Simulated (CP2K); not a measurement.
# InAs (F-43m) in CP2K: notebook

One crystal, InAs, is run at these levels: PBE; tasks: band structure.

Everything below comes from runs of CP2K 2026.2. Logs are shortened: lines on timing, memory, paths and dates and some standing lists are left out, and cuts for length are marked.

**Experimental background.**

A printed reference work, data compilation reports, for a bulk crystal of InAs at 4.2 K: band gap 0.418 eV (direct).

The results are compared with them further down.

## Step 1: The structure

The structure is cubic, space group F-43m (No. 216). Conventional cell: a = 6.036 Å, b = 6.036 Å, c = 6.036 Å, α = 90.00°, β = 90.00°, γ = 90.00°. Around In (site symmetry -43m) lie 4 As at 2.61 Å. Around As (site symmetry -43m) lie 4 In at 2.61 Å.

## Step 2: Band structure, PBE

Input file inas_bands.inp:

```
&GLOBAL
  PROJECT inas_bands
  RUN_TYPE ENERGY_FORCE
  PRINT_LEVEL LOW
&END GLOBAL
&FORCE_EVAL
  METHOD QS
  STRESS_TENSOR ANALYTICAL
  &DFT
    BASIS_SET_FILE_NAME BASIS_MOLOPT_UCL
    POTENTIAL_FILE_NAME GTH_POTENTIALS
    &MGRID
      CUTOFF 450
      REL_CUTOFF 60
      NGRIDS 4
    &END MGRID
    &QS
      METHOD GPW
      EPS_DEFAULT 1.0E-10
    &END QS
    &KPOINTS
      SCHEME MONKHORST-PACK 8 8 8
      GAMMA_CENTERED T
      SYMMETRY T
      SYMMETRY_BACKEND SPGLIB
    &END KPOINTS
    &SCF
      SCF_GUESS ATOMIC
      EPS_SCF 1.0E-6
      MAX_SCF 100
      ADDED_MOS 10
      CHOLESKY OFF
      EPS_EIGVAL 1.0E-7
      &DIAGONALIZATION ON
        ALGORITHM STANDARD
      &END DIAGONALIZATION
      &MIXING ON
        METHOD BROYDEN_MIXING
        ALPHA 0.4
        BETA 1.5
        NBUFFER 8
      &END MIXING
      &SMEAR ON
        METHOD FERMI_DIRAC
        ELECTRONIC_TEMPERATURE 580.23
      &END SMEAR
    &END SCF
    &XC
      &XC_FUNCTIONAL PBE
      &END XC_FUNCTIONAL
    &END XC
    &PRINT
      &KPOINTS ON
      &END KPOINTS
      &MULLIKEN ON
      &END MULLIKEN
      &MO ON
        ENERGIES T
        OCCUPATION_NUMBERS T
        &EACH
          QS_SCF 0
        &END EACH
        ADD_LAST NUMERIC
      &END MO
      &BAND_STRUCTURE
        FILE_NAME bands.bs
        ADDED_MOS 4
        &KPOINT_SET
          UNITS B_VECTOR
          NPOINTS 8
          SPECIAL_POINT GAMMA 0.00000000 0.00000000 0.00000000
          SPECIAL_POINT X 0.50000000 0.00000000 0.50000000
          SPECIAL_POINT W 0.50000000 0.25000000 0.75000000
          SPECIAL_POINT K 0.37500000 0.37500000 0.75000000
          SPECIAL_POINT GAMMA 0.00000000 0.00000000 0.00000000
          SPECIAL_POINT L 0.50000000 0.50000000 0.50000000
          SPECIAL_POINT U 0.62500000 0.25000000 0.62500000
          SPECIAL_POINT W 0.50000000 0.25000000 0.75000000
          SPECIAL_POINT L 0.50000000 0.50000000 0.50000000
          SPECIAL_POINT K 0.37500000 0.37500000 0.75000000
        &END KPOINT_SET
        &KPOINT_SET
          UNITS B_VECTOR
          NPOINTS 8
          SPECIAL_POINT U 0.62500000 0.25000000 0.62500000
          SPECIAL_POINT X 0.50000000 0.00000000 0.50000000
        &END KPOINT_SET
      &END BAND_STRUCTURE
    &END PRINT
  &END DFT
  &SUBSYS
    &CELL
      A 4.2680965312 0.0000000000 0.0000000000
      B 2.1340482656 3.6962800219 0.0000000000
      C 2.1340482656 1.2320933406 3.4848862248
      PERIODIC XYZ
    &END CELL
    &COORD
      In  0.0000000000 0.0000000000 0.0000000000
      As  6.4021447968 3.6962800219 2.6136646686
    &END COORD
    &KIND In
      BASIS_SET TZVP-MOLOPT-SR-GTH-q13
      POTENTIAL GTH-PBE-q13
    &END KIND
    &KIND As
      BASIS_SET TZVP-MOLOPT-SR-GTH-q5
      POTENTIAL GTH-PBE-q5
    &END KIND
    &PRINT
      &ATOMIC_COORDINATES ON
      &END ATOMIC_COORDINATES
      &CELL ON
      &END CELL
    &END PRINT
  &END SUBSYS
  &PRINT
    &FORCES ON
    &END FORCES
    &STRESS_TENSOR ON
    &END STRESS_TENSOR
  &END PRINT
&END FORCE_EVAL
```

Potentials or basis: GTH_POTENTIALS In GTH-PBE-q13, As GTH-PBE-q5; TZVP-MOLOPT-SR-GTH basis.

Command:

```sh
$ OMP_NUM_THREADS=1 cp2k.psmp -i inas_bands.inp -o inas_bands.out
```

inas_bands.out:

```text

 CP2K| version string:                                       CP2K version 2026.2
 CP2K| Input file name                                            inas_bands.inp

 GLOBAL| Force Environment number                                              1
 GLOBAL| Basis set file name                                    BASIS_MOLOPT_UCL
 GLOBAL| Potential file name                                      GTH_POTENTIALS
 GLOBAL| MM Potential file name                                     MM_POTENTIAL
 GLOBAL| Coordinate file name                                      __STD_INPUT__
 GLOBAL| Method name                                                        CP2K
 GLOBAL| Project name                                                 inas_bands
 GLOBAL| Run type                                                   ENERGY_FORCE
 GLOBAL| FFT library                                                       FFTW3
[... 6 lines left out ...]
 GLOBAL| Total number of message passing processes                             1
 GLOBAL| Number of threads for this process                                    1
 GLOBAL| CPU model name                                                  UNKNOWN

 CELL| Volume [angstrom^3]:                                            54.977844
 CELL| Vector a [angstrom]:       4.268     0.000     0.000   |a| =     4.268097
 CELL| Vector b [angstrom]:       2.134     3.696     0.000   |b| =     4.268097
 CELL| Vector c [angstrom]:       2.134     1.232     3.485   |c| =     4.268097
 CELL| Angle (b,c), alpha [degree]:                                    60.000000
 CELL| Angle (a,c), beta  [degree]:                                    60.000000
 CELL| Angle (a,b), gamma [degree]:                                    60.000000
 CELL| Numerically orthorhombic:                                              NO
 CELL| Periodicity                                                           XYZ

 CELL_REF| Volume [angstrom^3]:                                        54.977844
 CELL_REF| Vector a [angstrom     4.268     0.000     0.000   |a| =     4.268097
 CELL_REF| Vector b [angstrom     2.134     3.696     0.000   |b| =     4.268097
 CELL_REF| Vector c [angstrom     2.134     1.232     3.485   |c| =     4.268097
 CELL_REF| Angle (b,c), alpha [degree]:                                60.000000
 CELL_REF| Angle (a,c), beta  [degree]:                                60.000000
 CELL_REF| Angle (a,b), gamma [degree]:                                60.000000
 CELL_REF| Numerically orthorhombic:                                          NO
 CELL_REF| Periodicity                                                       XYZ
[... 12 lines left out ...]
                             - Atoms:                                          2
                             - Shell sets:                                     2
                             - Shells:                                        17
                             - Primitive Cartesian functions:                 10
                             - Cartesian basis functions:                     58
                             - Spherical basis functions:                     51

  Maximum angular momentum of- Orbital basis functions:                        3
                             - Local part of the GTH pseudopotential:          0
                             - Non-local part of the GTH pseudopotential:      4

 MODULE QUICKSTEP: ATOMIC COORDINATES IN ANGSTROM

   Atom Kind Element         X             Y             Z       Z(eff)     Mass
      1    1 In   49      0.000000      0.000000      0.000000  13.0000 114.8180
      2    2 As   33      6.402145      3.696280      2.613665   5.0000  74.9216

 SCF PARAMETERS         Density guess:                                    ATOMIC
                        --------------------------------------------------------
                        max_scf:                                             100
[... 7 lines left out ...]
                        --------------------------------------------------------
                        level_shift [a.u.]:                             0.000000
                        added MOs                                        10    0
                        --------------------------------------------------------
                        Mixing method:                            BROYDEN_MIXING
[... 11 lines left out ...]
 *******************************************************************************
 BRILLOUIN| K-point scheme                                        Monkhorst-Pack
 BRILLOUIN| K-Point grid                                             8    8    8
 BRILLOUIN| Gamma-centered k-point mesh                                     ON
 BRILLOUIN| K-point symmetry accuracy                               0.100000E-05
 BRILLOUIN| K-Point point group symmetrization                                ON
 BRILLOUIN| Symmetry backend                                             SPGLIB
 BRILLOUIN| Symmetry reduction method                                    SPGLIB
 BRILLOUIN| Wavefunction type                                            COMPLEX
 BRILLOUIN| List of Kpoints [2 Pi/Bohr]                                       29
 BRILLOUIN| Number           Weight            X              Y              Z
 BRILLOUIN|     1           0.01562       -0.37500       -0.37500       -0.37500
 BRILLOUIN|     2           0.04688       -0.37500       -0.37500       -0.25000
 BRILLOUIN|     3           0.04688       -0.37500       -0.37500       -0.12500
 BRILLOUIN|     4           0.01172       -0.37500       -0.37500        0.00000
 BRILLOUIN|     5           0.04688       -0.37500       -0.37500        0.12500
 BRILLOUIN|     6           0.02344       -0.37500       -0.37500        0.25000
[... 21 lines left out ...]
 BRILLOUIN|    28           0.00781        0.00000        0.00000        0.50000
 BRILLOUIN|    29           0.00586        0.00000        0.50000        0.50000
 *******************************************************************************

 Extrapolation method: initial_guess

 Number of electrons:                                                         18
 Number of occupied orbitals:                                                  9
 Number of molecular orbitals:                                                19

 Number of orbital functions:                                                 51
 Number of independent orbital functions:                                     51

 SCF WAVEFUNCTION OPTIMIZATION

  Step     Update method      Time    Convergence         Total energy    Change
  ------------------------------------------------------------------------------
     1 NoMix/Diag. 0.40E+00    2.8     0.88792857       -62.7272883206 -6.27E+01
     2 Broy./Diag. 0.40E+00    2.9     0.03781321       -62.6625355402  6.48E-02
     3 Broy./Diag. 0.40E+00    3.1     0.10406802       -62.6241029715  3.84E-02
     4 Broy./Diag. 0.40E+00    2.9     0.00974370       -62.6125564345  1.15E-02
     5 Broy./Diag. 0.40E+00    2.8     0.00681781       -62.6323116438 -1.98E-02
     6 Broy./Diag. 0.40E+00    2.7     0.00581296       -62.6348521475 -2.54E-03
     7 Broy./Diag. 0.40E+00    2.8     0.00029948       -62.6382005001 -3.35E-03
     8 Broy./Diag. 0.40E+00    2.7     0.00056880       -62.6413705969 -3.17E-03
     9 Broy./Diag. 0.40E+00    2.7     0.00017515       -62.6429984023 -1.63E-03
    10 Broy./Diag. 0.40E+00    2.8     0.00004091       -62.6429754677  2.29E-05
    11 Broy./Diag. 0.40E+00    2.9     0.00008157       -62.6429221456  5.33E-05
    12 Broy./Diag. 0.40E+00    2.9     0.00001277       -62.6429097301  1.24E-05
    13 Broy./Diag. 0.40E+00    2.7     0.00000866       -62.6428869048  2.28E-05
    14 Broy./Diag. 0.40E+00    2.6     0.00000089       -62.6428787158  8.19E-06

  *** SCF run converged in    14 steps ***

  Electronic density on regular grids:        -17.9999999977        0.0000000023
  Core density on regular grids:               17.9999999976       -0.0000000024
  Total charge density on r-space grids:       -0.0000000001
  Total charge density g-space grids:          -0.0000000001

  Overlap energy of the core charge distribution:               0.00000000152165
  Self energy of the core charge distribution:               -103.51323037769340
  Core Hamiltonian energy:                                     31.24295506655815
  Hartree energy:                                              18.67996095576593
  Exchange-correlation energy:                                 -9.05254459035274
  Electronic entropic energy:                                  -0.00001977161428
  Fermi energy:                                                 0.16774167053622

  Total energy:                                               -62.64287871582386
  Total energy (extrapolated to T->0):                        -62.64286883001672

 MO| EIGENVALUES AND OCCUPATION NUMBERS FOR K POINT 1
 MO|
 MO|  Index      Eigenvalue [a.u.]        Eigenvalue [eV]             Occupation
 MO|      1              -0.370941             -10.093810               2.000000
 MO|      2              -0.366075              -9.961410               2.000000
 MO|      3              -0.366075              -9.961410               2.000000
 MO|      4              -0.362118              -9.853724               2.000000
 MO|      5              -0.362118              -9.853724               2.000000
 MO|      6              -0.229119              -6.234635               2.000000
[... 11 lines left out ...]
 MO|     18               0.712160              19.378872               0.000000
[... 317 lines left out ...]
 MO|      5              -0.361948              -9.849105               2.000000
 MO|      6              -0.217880              -5.928805               2.000000
[... 11 lines left out ...]
 MO|     18               0.711034              19.348224               0.000000
 MO|     19               0.737444              20.066871               0.000000
 MO| Sum:                                                              18.000000
 MO| E(Fermi):            0.167742 a.u.          4.564483 eV

 [... the levels of further k-points ...]

 !-----------------------------------------------------------------------------!
                     Mulliken Population Analysis

 #  Atom  Element  Kind  Atomic population                           Net charge
       1     In       1         13.278906                             -0.278906
       2     As       2          4.721094                              0.278906
 # Total charge                             18.000000                  0.000000

 !-----------------------------------------------------------------------------!

 KPOINTS| Band Structure Calculation
 KPOINTS| Number of k-point sets                                               2
 KPOINTS| Number of added MOs/bands                                            4
 KPOINTS| Number of k-points in set    1                                      73
 KPOINTS| In units of b-vector [2pi/Bohr]
 KPOINTS| Special point     1       GAMMA     0.000000     0.000000     0.000000
 KPOINTS| Special point     2           X     0.500000     0.000000     0.500000
 KPOINTS| Special point     3           W     0.500000     0.250000     0.750000
 KPOINTS| Special point     4           K     0.375000     0.375000     0.750000
 KPOINTS| Special point     5       GAMMA     0.000000     0.000000     0.000000
 KPOINTS| Special point     6           L     0.500000     0.500000     0.500000
 KPOINTS| Special point     7           U     0.625000     0.250000     0.625000
 KPOINTS| Special point     8           W     0.500000     0.250000     0.750000
 KPOINTS| Special point     9           L     0.500000     0.500000     0.500000
 KPOINTS| Special point    10           K     0.375000     0.375000     0.750000
 KPOINTS| Number of k-points in set    2                                       9
 KPOINTS| In units of b-vector [2pi/Bohr]
 KPOINTS| Special point     1           U     0.625000     0.250000     0.625000
 KPOINTS| Special point     2           X     0.500000     0.000000     0.500000

 ENERGY| Total FORCE_EVAL ( QS ) energy [hartree]            -62.642877361735117

 FORCES| Atomic forces [hartree/bohr]
 FORCES|   Atom     x               y               z               |f|
 FORCES|      1  5.72512379E-10 -2.64842151E-11  3.90011919E-10   6.93239594E-10
 FORCES|      2  7.43460880E-10  7.86212773E-10  1.47195776E-10   1.09203077E-09
 FORCES| Sum     1.31597326E-09  7.59728558E-10  5.37207695E-10
 FORCES| Total atomic force                                       1.61169638E-09

 STRESS| Analytical stress tensor [bar]
 STRESS|                        x                   y                   z
 STRESS|      x        4.94447413776E+04  -3.07915081778E-02  -2.09779241645E-02
 STRESS|      y       -3.07915081778E-02   4.94447802876E+04  -1.24024616749E-02
 STRESS|      z       -2.09779241645E-02  -1.24024616749E-02   4.94447821276E+04
 STRESS| 1/3 Trace                                             4.94447679309E+04
 STRESS| Determinant                                           1.20881830711E+14

 STRESS| Eigenvectors and eigenvalues of the analytical stress tensor [bar]
 STRESS|                        1                   2                   3
 STRESS| Eigenvalues   4.94447155031E+04   4.94447909573E+04   4.94447973324E+04
 STRESS|      x           0.821063059315     -0.352028330161     -0.449367897599
 STRESS|      y           0.455987318495     -0.069111626627      0.887298793213
 STRESS|      z           0.343410858885      0.933434324326     -0.103775450712
```

Wall time 47 s (1 thread of Arm Neoverse V1, shared host); peak memory 0.34 GiB.

What came out:

```yaml
Free_energy: -1704.5994 eV
Pressure: 4.9 GPa
Band_gap_on_the_k_mesh: none (metal or under the smearing width)
Mulliken_charges: In -0.28; As +0.28 e
```

Levels at the corners of the path, in eV from the Fermi level:
| point | band 6 | band 7 | band 8 | band 9 | band 10 | band 11 | band 12 | band 13 |
| --- | --- | --- | --- | --- | --- | --- | --- | --- |
| Γ | -11.97 | -0.25 | -0.05 | -0.05 | -0.05 | 3.86 | 3.86 | 3.86 |
| X | -9.95 | -5.94 | -2.41 | -2.41 | 1.49 | 2.02 | 9.28 | 9.31 |
| W | -9.90 | -5.79 | -3.04 | -2.96 | 4.19 | 4.29 | 5.00 | 6.13 |
| K | -9.96 | -5.80 | -3.36 | -2.03 | 2.07 | 4.26 | 7.36 | 7.46 |
| Γ | -11.97 | -0.25 | -0.05 | -0.05 | -0.05 | 3.86 | 3.86 | 3.86 |
| L | -10.49 | -5.87 | -1.06 | -1.06 | 0.90 | 4.66 | 4.66 | 6.97 |
| U | -9.96 | -5.80 | -3.36 | -2.03 | 2.07 | 4.26 | 7.36 | 7.46 |
| W | -9.90 | -5.79 | -3.04 | -2.96 | 4.19 | 4.29 | 5.00 | 6.13 |
| L | -10.49 | -5.87 | -1.06 | -1.06 | 0.90 | 4.66 | 4.66 | 6.97 |
| K | -9.96 | -5.80 | -3.36 | -2.03 | 2.07 | 4.26 | 7.36 | 7.46 |
| U | -9.96 | -5.80 | -3.36 | -2.03 | 2.07 | 4.26 | 7.36 | 7.46 |
| X | -9.95 | -5.94 | -2.41 | -2.41 | 1.49 | 2.02 | 9.28 | 9.31 |

Caveat: Mulliken charges move with the basis; spin-orbit coupling is left out, which moves the levels of the heavy elements; the basis of atomic orbitals isn't converged, which shifts pressures, moduli and gaps.

## Step 3: Band structure, PBE

inas_bands.inp: that of step 2 with these lines changed.

```diff
@@ -9,4 +9,4 @@
   &DFT
-    BASIS_SET_FILE_NAME BASIS_MOLOPT_UCL
-    POTENTIAL_FILE_NAME GTH_POTENTIALS
+    BASIS_SET_FILE_NAME BASIS_MOLOPT_UZH
+    POTENTIAL_FILE_NAME POTENTIAL_UZH
     &MGRID
@@ -102,3 +102,3 @@
     &KIND In
-      BASIS_SET TZVP-MOLOPT-SR-GTH-q13
+      BASIS_SET TZVP-MOLOPT-PBE-GTH-q13
       POTENTIAL GTH-PBE-q13
@@ -106,3 +106,3 @@
     &KIND As
-      BASIS_SET TZVP-MOLOPT-SR-GTH-q5
+      BASIS_SET TZVP-MOLOPT-PBE-GTH-q5
       POTENTIAL GTH-PBE-q5
```

Potentials or basis: POTENTIAL_UZH In GTH-PBE-q13, As GTH-PBE-q5; TZVP-MOLOPT-PBE-GTH basis.

Command:

```sh
$ OMP_NUM_THREADS=1 cp2k.psmp -i inas_bands.inp -o inas_bands.out
```

Run time: 67 s. Hardware: 1 thread of Arm Neoverse V1, shared host; peak memory 0.35 GiB.

The run converged. Its results:

```
Free energy            : -1704.7235 eV
Pressure               : 4.8 GPa
Band gap on the k mesh : none (metal or under the smearing width)
Mulliken charges       : In +0.16; As -0.16 e
```

Levels at the corners of the path, in eV from the Fermi level:
| point | band 7 | band 8 | band 9 | band 10 | band 11 | band 12 |
| --- | --- | --- | --- | --- | --- | --- |
| Γ | -0.24 | -0.05 | -0.05 | -0.05 | 3.86 | 3.86 |
| X | -5.93 | -2.41 | -2.41 | 1.48 | 2.01 | 9.29 |
| W | -5.79 | -3.04 | -2.96 | 4.19 | 4.28 | 5.02 |
| K | -5.80 | -3.37 | -2.03 | 2.06 | 4.25 | 7.38 |
| Γ | -0.24 | -0.05 | -0.05 | -0.05 | 3.86 | 3.86 |
| L | -5.87 | -1.05 | -1.05 | 0.90 | 4.66 | 4.66 |
| U | -5.80 | -3.37 | -2.03 | 2.06 | 4.25 | 7.38 |
| W | -5.79 | -3.04 | -2.96 | 4.19 | 4.28 | 5.02 |
| L | -5.87 | -1.05 | -1.05 | 0.90 | 4.66 | 4.66 |
| K | -5.80 | -3.37 | -2.03 | 2.06 | 4.25 | 7.38 |
| U | -5.80 | -3.37 | -2.03 | 2.06 | 4.25 | 7.38 |
| X | -5.93 | -2.41 | -2.41 | 1.48 | 2.01 | 9.29 |

Caveat: Mulliken charges move with the basis; spin-orbit coupling is left out, which moves the levels of the heavy elements; the basis of atomic orbitals isn't converged, which shifts pressures, moduli and gaps.

(Continued in part 2 of 2.)
